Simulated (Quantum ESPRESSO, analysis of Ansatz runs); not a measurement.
# A hop of O in ZrO2 (Pca2_1), charge +2 (Quantum ESPRESSO)

Aim: the barrier of one jump in ZrO2 (Pca2_1) at charge +2: V_O hop (2.7 Å). The model is a cell of 96 host atoms with 1 O taken out; O is the atom that moves.

Program: Quantum ESPRESSO 7.5. Level of theory: Quantum ESPRESSO plane-wave DFT, PBEsol, GBRV 1.5 PBEsol potentials; nudged elastic band between two relaxed defect structures at fixed charge in a uniform background. Results are calculated unless marked as measured.

This is a report of a sequence of runs, with most program output left out.

**1. The starting structure**

The cell holds 95 atoms: 32 Zr and 63 O. Cell: a = 10.504 Å, b = 11.377 Å, c = 10.132 Å, α = 90.0°, β = 90.0°, γ = 62.5°. It derives from ZrO2 (space group Pca2_1). Nearest the centre at fractional (0.692, 0.499, 0.554): O90 at 1.38 Å, Zr77 at 1.57 Å, Zr50 at 2.38 Å, O92 at 2.46 Å, O61 at 2.53 Å, O85 at 2.55 Å, Zr79 at 2.65 Å, O91 at 2.83 Å. The cell carries charge +2.

The cell's shortest repeat is 10.1 Å.

**2. Relaxation of the start point, charge +2**

A barrier is counted from a minimum, so both ends are relaxed first. Small random displacements break the symmetry of the ideal sites, so that the defect can distort if it gains by it. The charge of +2 is set by the electron count, and a uniform background keeps the cell neutral.

File pw.in:

```
&CONTROL
  calculation = 'relax'
  prefix = 'pwscf'
  outdir = './tmp'
  pseudo_dir = './pseudo'
  tprnfor = .true.
  disk_io = 'low'
  nstep = 70
  forc_conv_thr = 0.0012
  etot_conv_thr = 0.0001
/
&SYSTEM
  ibrav = 0
  nat = 95
  ntyp = 2
  ecutwfc = 36
  ecutrho = 288
  nbnd = 384
  occupations = 'fixed'
  tot_charge = 2
  nosym = .true.
/
&ELECTRONS
  conv_thr = 1d-07
  electron_maxstep = 100
  mixing_beta = 0.5
/
&IONS
  ion_dynamics = 'bfgs'
/
ATOMIC_SPECIES
Zr    91.2240 zr_pbesol_v1.uspp.F.UPF
O     15.9990 o_pbesol_v1.2.uspp.F.UPF
CELL_PARAMETERS angstrom
  10.5038946071    0.0000000000    0.0000000000
   5.2519473035   10.0919161557    0.0000000000
   0.0000000000    0.0000000000   10.1318925420
ATOMIC_POSITIONS crystal
Zr     0.0826338934    0.8662924625    0.3735359934
Zr     0.3326338934    0.3662924625    0.3735359934
[... 1 atom line left out ...]
Zr     0.4460437964    0.6353863701    0.3747543239
[... 7 atom lines left out ...]
O      0.4489388777    0.4667148323    0.3031395688
[... 3 atom lines left out ...]
O      0.4817708402    0.7692990935    0.2497916413
[... 11 atom lines left out ...]
Zr     0.4460321578    0.6358877145    0.8727921755
Zr     0.1673661066    0.6337075375    0.6235359934
[... 1 atom line left out ...]
Zr     0.0496575276    0.3689408657    0.6221946026
Zr     0.3010736440    0.8662924625    0.6235359934
O      0.2510699337    0.7307009065    0.7497916413
O      0.5010699337    0.2307009065    0.7497916413
[... 1 atom line left out ...]
O      0.4488899686    0.4654359325    0.8064502371
[... 3 atom lines left out ...]
O      0.4787991714    0.7715036064    0.7502270377
[... 1 atom line left out ...]
O      0.3321448362    0.4632455191    0.5551350701
[... 2 atom lines left out ...]
O      0.0499078962    0.5330057448    0.5565363662
[... 1 atom line left out ...]
O      0.0189010579    0.2287391000    0.5019930523
O      0.2682291598    0.7307009065    0.4997916413
Zr     0.5826338934    0.8662924625    0.3735359934
Zr     0.8307163671    0.3692277493    0.3735763250
Zr     0.6989263560    0.1337075375    0.3735359934
Zr     0.9489263560    0.6337075375    0.3735359934
Zr     0.6673661066    0.6337075375    0.1235359934
[... 3 atom lines left out ...]
O      0.7510699337    0.7307009065    0.2497916413
O      1.0010699337    0.2307009065    0.2497916413
[... 1 atom line left out ...]
O      0.9482199413    0.4661721817    0.3045021182
O      0.6655761067    0.5336693306    0.3066968641
[... 1 atom line left out ...]
O      0.7334342906    0.2707318035    0.2505939685
[... 9 atom lines left out ...]
Zr     0.5826338934    0.8662924625    0.8735359934
Zr     0.8303779005    0.3660181915    0.8719431207
[... 1 atom line left out ...]
Zr     0.9489263560    0.6337075375    0.8735359934
Zr     0.6662286690    0.6317551168    0.6239645916
Zr     0.9143757765    0.1348520690    0.6246237882
Zr     0.5540790722    0.3647081596    0.6245420008
Zr     0.8010736440    0.8662924625    0.6235359934
O      0.7483148848    0.7332171123    0.7495135002
O      1.0016260100    0.2299767296    0.7526563335
[... 1 atom line left out ...]
O      0.9512254971    0.4621740257    0.8042638691
O      0.6682286202    0.5353863621    0.8027183915
[... 1 atom line left out ...]
O      0.7344290384    0.2673482789    0.7511873338
[... 1 atom line left out ...]
O      0.5838760859    0.9646924913    0.5546728603
O      0.8368556682    0.4624468521    0.5544306767
O      0.4998266464    0.7674865865    0.5021385115
O      0.7517629599    0.2684958224    0.5011235591
O      0.7985685772    0.0353075087    0.5546728603
O      0.5182291598    0.2307009065    0.4997916413
O      0.7678195444    0.7302705143    0.5026488861
K_POINTS gamma
```

Run with:

```bash
> OMP_NUM_THREADS=1 mpirun -n 4 pw.x -in pw.in > pw.out
```

It took 28 min on 4 MPI ranks of Arm Neoverse V1, shared host; peak memory 2 GiB.

Step by step:

```tsv
step	energy less that of the first step (eV)
0	0.0000
1	-1.8099
2	-2.2693
3	-2.4658
4	-2.6036
5	-2.6921
6	-2.7330
7	-2.7737
8	-2.7946
9	-2.8127
10	-2.8262
11	-2.8372
12	-2.8455
13	-2.8516
14	-2.8556
15	-2.8583
16	-2.8604
17	-2.8622
18	-2.8637
19	-2.8649
20	-2.8657
```

The atoms that moved most (Å):

```tsv
atom	dx	dy	dz	length
O91	-0.006	-0.329	-0.002	0.329
O42	0.289	0.104	-0.063	0.313
Zr77	0.221	0.078	0.106	0.257
Zr79	-0.125	-0.192	0.107	0.253
O85	-0.136	-0.090	-0.176	0.240
Zr4	-0.054	0.066	-0.172	0.192
O92	-0.112	0.131	0.026	0.174
O84	-0.057	0.103	-0.076	0.140
```

Neighbours of O90 at the end:

```tsv
atom	distance (Å)
Zr77	2.013
Zr50	2.127
Zr31	2.216
O47	2.562
O92	2.744
O84	2.790
O60	2.814
O45	2.830
O85	2.844
O95	2.844
```

Read from the output:

| Item | Value |
| --- | --- |
| highest filled level | 11.27 eV |
| lowest empty level | 14.63 eV |
| r.m.s. move of the farther half of the atoms | 0.04015 Å |
| largest move from the ideal geometry of this structure, a common shift of the far atoms taken out | 0.3533 Å |

The relaxation gained 2.866 eV and ended with a largest force component of 0.030 eV/Å.

**3. Relaxation of the end point, charge +2**

The end point is relaxed in the same cell and settings, so that the two energies compare. Atoms more than 3.2 Å from the middle of the hop start where the first relaxation left them, the nearer ones on or close to their ideal places, with small random displacements.

File pw.in:

```
&CONTROL
  calculation = 'relax'
  prefix = 'pwscf'
  outdir = './tmp'
  pseudo_dir = './pseudo'
  tprnfor = .true.
  disk_io = 'low'
  nstep = 70
  forc_conv_thr = 0.0012
  etot_conv_thr = 0.0001
/
&SYSTEM
  ibrav = 0
  nat = 95
  ntyp = 2
  ecutwfc = 36
  ecutrho = 288
  nbnd = 384
  occupations = 'fixed'
  tot_charge = 2
  nosym = .true.
/
&ELECTRONS
  conv_thr = 1d-07
  electron_maxstep = 100
  mixing_beta = 0.5
/
&IONS
  ion_dynamics = 'bfgs'
/
ATOMIC_SPECIES
Zr    91.2240 zr_pbesol_v1.uspp.F.UPF
O     15.9990 o_pbesol_v1.2.uspp.F.UPF
CELL_PARAMETERS angstrom
  10.5038946071    0.0000000000    0.0000000000
   5.2519473035   10.0919161557    0.0000000000
   0.0000000000    0.0000000000   10.1318925420
ATOMIC_POSITIONS crystal
Zr     0.0807039584    0.8692341860    0.3746668285
Zr     0.3323383156    0.3671800700    0.3742511669
[... 1 atom line left out ...]
Zr     0.4497448727    0.6338609755    0.3738349871
[... 42 atom lines left out ...]
O      0.0160026597    0.2302623186    0.5003046458
[... 2 atom lines left out ...]
Zr     0.8321634515    0.3660694579    0.3727871202
[... 10 atom lines left out ...]
O      0.6656711827    0.5347724581    0.3043087909
[... 15 atom lines left out ...]
Zr     0.6673321240    0.6336778965    0.6245212359
[... 1 atom line left out ...]
Zr     0.5513223795    0.3656663183    0.6227739457
[... 5 atom lines left out ...]
O      0.6659220361    0.5351740092    0.8037353660
[... 1 atom line left out ...]
O      0.7315768805    0.2689710134    0.7489374765
[... 2 atom lines left out ...]
O      0.5507590846    0.5330753277    0.5538124299
O      0.4978906491    0.7695606910    0.4999291735
O      0.7490287948    0.2697685882    0.4989941936
[... 2 atom lines left out ...]
O      0.7686215323    0.7313411595    0.4999393629
K_POINTS gamma
```

Elapsed: 23 min, on 4 MPI ranks; peak memory 2 GiB; 1.5 h of CPU time.

Step by step:

```tsv
step	energy less that of the first step (eV)
0	0.0000
1	-1.8035
2	-2.3611
3	-2.6062
4	-2.7875
5	-2.9029
6	-2.9523
7	-3.0049
8	-3.0374
9	-3.0587
10	-3.0761
11	-3.0879
12	-3.0963
13	-3.1014
14	-3.1045
15	-3.1063
16	-3.1076
```

The atoms that moved most (Å):

```tsv
atom	dx	dy	dz	length
O47	0.018	0.348	0.015	0.348
O90	0.257	-0.070	-0.053	0.272
Zr77	-0.099	0.204	0.106	0.250
Zr31	0.214	-0.051	0.116	0.249
O46	-0.056	0.168	0.130	0.220
O42	-0.202	-0.035	0.026	0.206
Zr50	-0.067	-0.078	-0.151	0.182
O95	-0.090	-0.130	0.038	0.162
```

Neighbours of O90 at the end:

```tsv
atom	distance (Å)
Zr79	2.093
Zr77	2.093
Zr4	2.218
O91	2.592
O61	2.687
O92	2.695
O85	2.743
O42	2.888
```

Read from the output:

```
highest filled level                                                                              : 11.27 eV
lowest empty level                                                                                : 14.62 eV
r.m.s. move of the farther half of the atoms                                                      : 0.04717 Å
largest move from the ideal geometry of this structure, a common shift of the far atoms taken out : 0.3489 Å
```

The relaxation gained 3.108 eV and ended with a largest force component of 0.025 eV/Å. The end lies within 1 meV of the start.

**4. Nudged elastic band, charge +2**

3 movable images are laid between the ends by interpolation. Each image feels the true force across the path and a spring force along it. The highest image is set to climb to the top of the path.

This step: Quantum ESPRESSO plane-wave DFT, PBEsol, GBRV 1.5 PBEsol potentials; nudged elastic band between two relaxed defect structures at fixed charge in a uniform background.

File neb.in:

```
BEGIN
BEGIN_PATH_INPUT
&PATH
  restart_mode = 'from_scratch'
  string_method = 'neb'
  nstep_path = 45
  ds = 1.5
  opt_scheme = 'broyden'
  num_of_images = 5
  k_max = 0.3
  k_min = 0.2
  CI_scheme = 'auto'
  path_thr = 0.06
/
END_PATH_INPUT
BEGIN_ENGINE_INPUT
&CONTROL
  prefix = 'pwscf'
  outdir = './tmp'
  pseudo_dir = './pseudo'
  disk_io = 'low'
/
&SYSTEM
  ibrav = 0
  nat = 95
  ntyp = 2
  ecutwfc = 36
  ecutrho = 288
  nbnd = 384
  occupations = 'fixed'
  tot_charge = 2
  nosym = .true.
/
&ELECTRONS
  conv_thr = 1d-07
  electron_maxstep = 100
  mixing_beta = 0.5
/
ATOMIC_SPECIES
Zr    91.2240 zr_pbesol_v1.uspp.F.UPF
O     15.9990 o_pbesol_v1.2.uspp.F.UPF
CELL_PARAMETERS angstrom
  10.5038946071    0.0000000000    0.0000000000
   5.2519473035   10.0919161557    0.0000000000
   0.0000000000    0.0000000000   10.1318925420
BEGIN_POSITIONS
FIRST_IMAGE
ATOMIC_POSITIONS crystal
Zr     0.0806043695    0.8694073983    0.3748535152
Zr     0.3322387267    0.3673532823    0.3744378537
Zr     0.1980276416    0.1341888599    0.3719560385
Zr     0.4376477041    0.6419645157    0.3577333238
Zr     0.1667113259    0.6341845248    0.1223929699
Zr     0.4171329655    0.1351034751    0.1257273854
Zr     0.0505210408    0.3669918994    0.1241263911
Zr     0.2985561440    0.8701544562    0.1194816444
O      0.2483461768    0.7344800387    0.2461174892
O      0.4991172406    0.2337973829    0.2516681977
O      0.1981263912    0.9673144172    0.3005835951
O      0.4492595598    0.4672794421    0.3012336041
O      0.1668975367    0.5357938176    0.3037866942
O      0.4167662509    0.0349526583    0.3058043430
O      0.2311225539    0.2703271180    0.2507566408
O      0.4779573500    0.7746013464    0.2490212295
O      0.0832056499    0.9671245527    0.0505982392
O      0.3336970524    0.4662466518    0.0530174548
O     -0.0010406706    0.7703520738    0.0004155596
O      0.2485792174    0.2694197583    0.0010884209
O      0.0503138876    0.5345987830    0.0525372756
O      0.2992453181    0.0366256659    0.0534604073
O      0.0173340887    0.2333424962   -0.0002425159
O      0.2685602650    0.7311870820   -0.0017574072
Zr     0.0838269662    0.8651582704    0.8723505111
Zr     0.3294925877    0.3669496043    0.8771922429
Zr     0.1966880613    0.1337801222    0.8748176423
Zr     0.4491350781    0.6330257785    0.8736008622
Zr     0.1690920114    0.6327637720    0.6227308311
Zr     0.4137626024    0.1291430506    0.6230913642
Zr     0.0490327384    0.3657322736    0.6231928827
Zr     0.3033085218    0.8630325608    0.6255288067
O      0.2543551731    0.7281643777    0.7480337468
O      0.4998395337    0.2270226616    0.7514213422
O      0.2036849634    0.9633230170    0.8026839056
O      0.4498601173    0.4630317729    0.8028168913
O      0.1661848441    0.5329012904    0.8012888476
O      0.4142871827    0.0364466637    0.8047990848
O      0.2278942679    0.2683888517    0.7497738799
O      0.4859435305    0.7691236040    0.7503765220
O      0.0836323717    0.9642352624    0.5567420736
O      0.3545469340    0.4735035330    0.5489611455
O      0.0028158259    0.7692970782    0.5014681651
O      0.2473755486    0.2692431714    0.5012045161
O      0.0572354268    0.5302417381    0.5512100950
O      0.3042408255    0.0266664115    0.5474339328
O      0.0150920419    0.2310817262    0.4999399939
O      0.2719238736    0.7310656415    0.4968655789
Zr     0.5819544135    0.8658898382    0.3787337151
Zr     0.8298772381    0.3678040050    0.3717225402
Zr     0.6964150373    0.1352981675    0.3726282469
Zr     0.9502726473    0.6337596658    0.3741175869
Zr     0.6687704070    0.6345258440    0.1249026960
Zr     0.9189079698    0.1341394221    0.1254687499
Zr     0.5517649149    0.3672034204    0.1233096853
Zr     0.8007586306    0.8657125226    0.1269076186
O      0.7483992161    0.7316744518    0.2544182027
O      1.0001449514    0.2326247202    0.2495464470
O      0.6984233855    0.9648901932    0.3086236301
O      0.9470948524    0.4675887279    0.3022276546
O      0.6592142139    0.5347838857    0.3044503947
O      0.9140846060    0.0378490333    0.3082852791
O      0.7310229143    0.2692901693    0.2508909732
O      0.9811768412    0.7698981030    0.2512462266
O      0.5836800354    0.9668601722    0.0555108171
O      0.8327194559    0.4680199115    0.0497012695
O      0.5009137006    0.7677915226   -0.0001991326
O      0.7513366388    0.2687911328    0.0025089292
O      0.5507434432    0.5349706644    0.0509215973
O      0.7989823126    0.0353712672    0.0598182986
O      0.5182661469    0.2318903832    0.0012398660
O      0.7690279391    0.7312218225    0.0032765281
Zr     0.5800728789    0.8709537081    0.8777023707
Zr     0.8307803538    0.3661231988    0.8738533191
Zr     0.7024421411    0.1291504976    0.8814313633
Zr     0.9506515751    0.6340482570    0.8759384284
Zr     0.6834642437    0.6394499126    0.6344034215
Zr     0.9163988404    0.1341674868    0.6242462634
Zr     0.5517046392    0.3456387991    0.6351426280
Zr     0.8044714508    0.8706820074    0.6262507756
O      0.7534687698    0.7360035701    0.7560107256
O      0.9971835445    0.2325942086    0.7505845474
O      0.7026875763    0.9652354287    0.8067866515
O      0.9407073195    0.4723403411    0.7967699596
O      0.6597524753    0.5264862349    0.7853185650
O      0.9179238965    0.0327230294    0.8032707554
O      0.7328376651    0.2632730159    0.7551982557
O      0.9849957882    0.7672900659    0.7498918409
O      0.5833517423    0.9568142039    0.5612791662
O      0.8251223127    0.4687042450    0.5498287166
O      0.5155656624    0.7348835794    0.5019446023
O      0.7346012041    0.2814311593    0.5036875940
O      0.7937088632    0.0409679868    0.5548523721
O      0.5141888674    0.2240798876    0.5021236523
O      0.7755660608    0.7331086947    0.5041237821
INTERMEDIATE_IMAGE
ATOMIC_POSITIONS crystal
Zr     0.0808968367    0.8687110812    0.3740797146
Zr     0.3326023147    0.3673214731    0.3742874295
[... 93 atom lines left out ...]
INTERMEDIATE_IMAGE
ATOMIC_POSITIONS crystal
Zr     0.0811893038    0.8680147642    0.3733059139
Zr     0.3329659027    0.3672896639    0.3741370053
[... 93 atom lines left out ...]
INTERMEDIATE_IMAGE
ATOMIC_POSITIONS crystal
Zr     0.0814817710    0.8673184471    0.3725321133
Zr     0.3333294907    0.3672578547    0.3739865811
[... 93 atom lines left out ...]
LAST_IMAGE
ATOMIC_POSITIONS crystal
Zr     0.0817742381    0.8666221301    0.3717583126
Zr     0.3336930787    0.3672260455    0.3738361569
[... 1 atom line left out ...]
Zr     0.4491513350    0.6340302946    0.3739974273
[... 42 atom lines left out ...]
O     -0.0001321662    0.2654067268    0.5016677635
[... 2 atom lines left out ...]
Zr     0.8289716560    0.3590948586    0.3577394337
[... 10 atom lines left out ...]
O      0.6663280323    0.5340132893    0.3009768538
[... 15 atom lines left out ...]
Zr     0.6471594610    0.6546012913    0.6347932448
[... 1 atom line left out ...]
Zr     0.5518731626    0.3675883526    0.6224126481
[... 5 atom lines left out ...]
O      0.6623179329    0.5377561570    0.8024587505
[... 1 atom line left out ...]
O      0.7320999027    0.2725911537    0.7480633222
[... 2 atom lines left out ...]
O      0.5780724312    0.5268175864    0.5484060692
O      0.4880304313    0.7767208765    0.5017184895
O      0.7528876974    0.2692560977    0.4968803808
[... 2 atom lines left out ...]
O      0.7658381934    0.7192045089    0.5035306639
END_POSITIONS
K_POINTS gamma
END_ENGINE_INPUT
END
```

Run with:

```bash
> OMP_NUM_THREADS=1 mpirun -n 4 neb.x -ni 2 -inp neb.in > neb.out
```

Elapsed: 1.7 h, on 4 MPI ranks; peak memory 3.7 GiB.

The path, image by image:

```tsv
image	path (Å)	energy (eV)	O90: x, y, z (Å)
0	0.000	0.0000	11.129, 4.730, 5.571
1	0.749	0.4055	10.560, 4.791, 5.545
2	1.366	0.5864	10.024, 4.861, 5.504
3	2.046	0.2942	9.426, 4.980, 5.479
4	2.873	0.0006	8.839, 5.317, 5.556
```

Numbers from this step:

| Property | Result |
| --- | --- |
| barrier forward | 0.5864 eV |
| barrier backward | 0.5857 eV |
| end less start | 6.39e-4 eV |
| hop length | 2.364 Å |

The band met its tolerance of 0.06 eV/Å after 15 iterations, with image 2 on top (the start counts as 0). O90, which moves farthest between the ends, has 3 Zr at 2.01 to 2.22 Å nearest at the start and 2 Zr at 1.96 to 2.12 Å at the top.

**5. Summary of results**

| Item | Value |
| --- | --- |
| barrier forward | 0.59 eV |
| barrier backward | 0.59 eV |
| end less start | 0.00 eV |
| hop length | 2.36 Å |
| band iterations, as the log counts them | 15 |

What this shows: The top of the band lies 0.59 eV above the start and 0.59 eV above the end. With an assumed prefactor of 1e13 per second it gives one hop a second along this one path at about 230 K; whether such hops link up through the crystal wasn't checked. The order of the top as a saddle was not checked for all atoms, so a bent path could be lower. No image-charge correction is applied; it largely cancels along a path if the charge stays localised alike. What this leaves open: sampling at the zone centre alone can move energies of charged and open-shell states by tenths of an eV or more in cells of this size. The cutoff of 36 Ry is under the 40 Ry advised for these potentials.

[Logs are printed without paths, hosts, clocks, repeated set-up lines and the standing remarks that a program may print on its own settings, such as how far it seeks lower states.]

[Hosts, paths, dates, database ids (printed as entryN), source tags and the programs' standing remarks are cut or masked in the printed files.]
